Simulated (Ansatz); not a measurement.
# MnF2 (P4_2/mnm) in Ansatz: settings compared, part 2 of 2

Ansatz 0.2.0. The steps go on from the part before.

### 3 Relaxation of cell and atoms, r2SCAN, collinear spin, ferromagnetic start

input.yaml reads:

```yaml
crystal:
  lattice:
    - [4.8738, 0.0, 0.0]
    - [0.0, 4.8738, 0.0]
    - [0.0, 0.0, 3.3107]
  atoms:
    - { symbol: Mn, position: [0.5, 0.5, 0.5], spin: 4.0 }
    - { symbol: Mn, position: [0.0, 0.0, 0.0], spin: 4.0 }
    - { symbol: F, position: [0.8053, 0.1947, 0.5] }
    - { symbol: F, position: [0.6947, 0.6947, 0.0] }
    - { symbol: F, position: [0.1947, 0.8053, 0.5] }
    - { symbol: F, position: [0.3053, 0.3053, 0.0] }
hamiltonian:
  xc: r2scan
  pseudopotentials: { kind: paw }
magnetization:
  spin_polarized: true
kpoints:
  mp_grid: { grid: [6, 6, 8] }
scf:
  occupations: { method: fermi_dirac, width: 0.05 }
output:
  forces: true
  stress: true
  eigenvalues: true
relax:
  f_tol: 0.01
  max_steps: 40
  cell: { stress_tol: 0.05 }
```

Potentials or basis: Ansatz PAW.

Command:

```sh
$ ansatz run input.yaml --threads 2 --pin off --max-ram 5632MiB --backend cpu --events-out ev --progress --plain --runs-dir out
```

The program printed:

```text
Warning: RAYON_NUM_THREADS=2 ignored (pool sized by the plan → 2); use --threads N
Engine: ansatz 0.2.0, x86_64-unknown-linux-gnu
Pseudopotentials: kind: paw
Pseudopotential: Mn, paw, valence charge 15, recommended cutoff 500 eV (meta_gga), Mn.paw.azcp
Pseudopotential: F, paw, valence charge 7, recommended cutoff 500 eV (meta_gga), F.paw.azcp
Functional definition: r2SCAN
  parameter k0 = 0.174
  parameter k1 = 0.065
  parameter a1 = 4.9479
  exchange = r2scan_x(k0 = k0, k1 = k1, a1 = a1)
  correlation = r2scan_c
Crystal: 6 atoms, lattice volume = 78.642 Å³
Basis set: ecut = 500 eV, 1949 PW (Γ), exchange–correlation on 144×144×100 points (64 copies of the dense FFT grid, shifted against one another)
[... 137 lines left out ...]
        0.000000       0.000000       0.031270
  P = ⅓ Tr σ = 0.0006 GPa (0.006 kbar)
--- Band table (eV; the first three rows and the last of 100) ---
  k-point 0 ↑: bands = ["-77.7053", "-77.7049", "-45.2441", "-45.2441", "-45.2002", "-45.2002", "-45.1993", "-45.1975", "-19.0729", "-18.5890", "-18.5323", "-18.5323", "-1.5164", "-0.7374", "-0.1087", "0.0914", "0.0914", "0.5637", "0.5872", "0.5872", "1.4945", "1.8930", "1.8930", "2.1778", "4.2713", "4.3712", "4.3989", "4.4805", "4.4805", "4.9762", "5.1872", "6.1949", "6.1949", "6.7761", "8.5543", "14.0233", "14.0233", "15.4492", "16.9211", "18.7724"]
  k-point 1 ↑: bands = ["-77.7052", "-77.7048", "-45.2436", "-45.2436", "-45.2021", "-45.2005", "-45.2001", "-45.2001", "-19.0375", "-18.5891", "-18.5348", "-18.5348", "-1.4130", "-0.6928", "-0.0136", "0.0175", "0.0175", "0.3885", "0.7174", "0.7174", "1.2018", "1.7798", "1.7798", "2.1227", "4.3529", "4.3885", "4.3936", "4.5373", "4.5373", "5.0843", "5.1408", "6.0690", "6.0690", "6.6803", "8.9830", "14.4049", "14.4049", "15.5208", "17.0000", "18.4210"]
  k-point 2 ↑: bands = ["-77.7048", "-77.7045", "-45.2423", "-45.2423", "-45.2090", "-45.2077", "-45.1998", "-45.1998", "-18.9432", "-18.5973", "-18.5408", "-18.5408", "-1.1391", "-0.5924", "-0.0261", "-0.0261", "0.0188", "0.2586", "0.5923", "0.8837", "0.8837", "1.5145", "1.5145", "1.9364", "4.3916", "4.4370", "4.4955", "4.6769", "4.6769", "5.0106", "5.3228", "5.8110", "5.8110", "6.4075", "10.1031", "15.3649", "15.3649", "15.5307", "17.2491", "17.4434"]
  k-point 49 ↓: bands = ["-71.0963", "-71.0963", "-38.6959", "-38.6959", "-38.6457", "-38.6457", "-38.6231", "-38.6231", "-18.4682", "-18.4682", "-18.3619", "-18.3619", "-0.5621", "-0.5621", "0.0196", "0.0196", "0.8611", "0.8611", "1.1306", "1.1306", "1.9027", "1.9027", "1.9981", "1.9981", "10.3385", "10.3385", "10.3937", "10.3937", "10.6020", "10.6020", "11.2421", "11.2421", "11.6333", "11.6333", "16.1026", "16.1026", "16.6152", "16.6152", "17.1253", "17.1253"]
--- Relaxed structure (3 steps of the walk, 3 accepted, 2 SCFs on fresh bases) ---
  F+E_penalty+E_count = -11052.71522655 eV   max|allowed force component| = 1.679e-3 eV/Å   (the final SCF, on the basis selected at the relaxed cell)
  cell:  # Å, volume = 78.5784 Å³
    - [4.873448130419042, 0.0, 0.0]
    - [0.0, 4.873448130419042, 0.0]
    - [0.0, 0.0, 3.3084954492181726]
  atoms:
    - { symbol: Mn, position: [0.5, 0.5, 0.49999999999999994] }
    - { symbol: Mn, position: [-7.415173461402498e-21, 1.1113870016391934e-35, 0.0] }
    - { symbol: F, position: [0.8049789490485516, 0.1950210509514483, 0.49999999999999994] }
    - { symbol: F, position: [0.6950210509514483, 0.6950210509514483, 0.0] }
    - { symbol: F, position: [0.1950210509514483, 0.8049789490485516, 0.49999999999999994] }
    - { symbol: F, position: [0.3049789490485518, 0.3049789490485518, 0.0] }
```

Run time: 50 s. Hardware: 2 threads of Intel Xeon 6975P-C (Granite Rapids), shared host; peak memory 0.77 GiB.

What came out:

| Item | Value |
| --- | --- |
| Free energy | -11052.7152 eV |
| Relaxed volume | 13.10 Å³/atom |
| Relaxed cell | a = 4.873 Å, b = 4.873 Å, c = 3.308 Å, α = 90.00°, β = 90.00°, γ = 90.00° |
| Space group after relaxing (to 0.05 Å) | P4_2/mnm (No. 136) |
| Energy gained by relaxing | 0.0 meV/atom |
| Ionic steps | 5 |
| Pressure after relaxing | 0.0 GPa |
| Band gap on the k mesh | 1.78 eV, direct |
| Net moment | 10.00 μB per cell |
| Absolute moment | 10.00 μB per cell |
| Site moments | Mn +4.25; F +0.09 μB |

Forces in eV/Å, atoms in the order of the input:
```
Mn   0.000  0.000  0.000
Mn   0.000  0.000  0.000
F   -0.002  0.002  0.000
F    0.002  0.002  0.000
F    0.002 -0.002  0.000
F   -0.002 -0.002  0.000
```

Final structure:
```
Mn F
1.0
     4.87345    0.00000    0.00000
     0.00000    4.87345    0.00000
     0.00000    0.00000    3.30850
Mn F
2 4
Cartesian
  2.4367 2.4367 1.6542
  0.0000 0.0000 0.0000
  3.9230 0.9504 1.6542
  3.3871 3.3871 0.0000
  0.9504 3.9230 1.6542
  1.4863 1.4863 0.0000
```

Caveat: the magnetic or orbital state may not be the lowest; the plane-wave basis is chosen anew once the cell has moved, so the energies of steps on either side of that aren't comparable; only a ferromagnetic start was run, and an antiferromagnetic order may lie lower in energy; the PAW data sets come from PBE, with cores solved anew for the run's functional, which leaves a small shift of forces and pressure. A k mesh can miss the band edges.
